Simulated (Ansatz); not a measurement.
LiCl built on the zincblende prototype (r2SCAN geometry), in Ansatz:

```cif
data_structure
_symmetry_space_group_name_H-M 'F-43m'
_symmetry_Int_Tables_number 216
_cell_length_a 5.4661
_cell_length_b 5.4661
_cell_length_c 5.4661
_cell_angle_alpha 90.000
_cell_angle_beta 90.000
_cell_angle_gamma 90.000
_cell_volume 163.32
loop_
_atom_site_label
_atom_site_type_symbol
_atom_site_symmetry_multiplicity
_atom_site_Wyckoff_symbol
_atom_site_fract_x
_atom_site_fract_y
_atom_site_fract_z
_atom_site_occupancy
Li1 Li 4 a 0.00000 0.00000 0.00000 1
Cl1 Cl 4 d 0.25000 0.25000 0.75000 1
```

G0W0@PBE with 153 empty bands, a screening cutoff of 140 eV and a 4×4×4 mesh (PAW, contour deformation) gives 8.762 eV over the mesh points, from a PBE gap of 6.049 eV; it sums over 158 bands with 169 plane waves in the screening and a wave cutoff of 420 eV. No extrapolation in bands, cutoff or mesh was made for G0W0. (Calculated; spin-unpolarised; the phase may be known or hypothetical.)

**Question.** Estimate the gap with frequency model Godby-Needs pole.

**Answer.** 8.720 eV (-0.042 eV), from a Kohn-Sham gap of 6.049 eV.

**Question.** Estimate the gap with starting point HSE06.

**Answer.** 9.369 eV (+0.607 eV), from a Kohn-Sham gap of 7.386 eV.
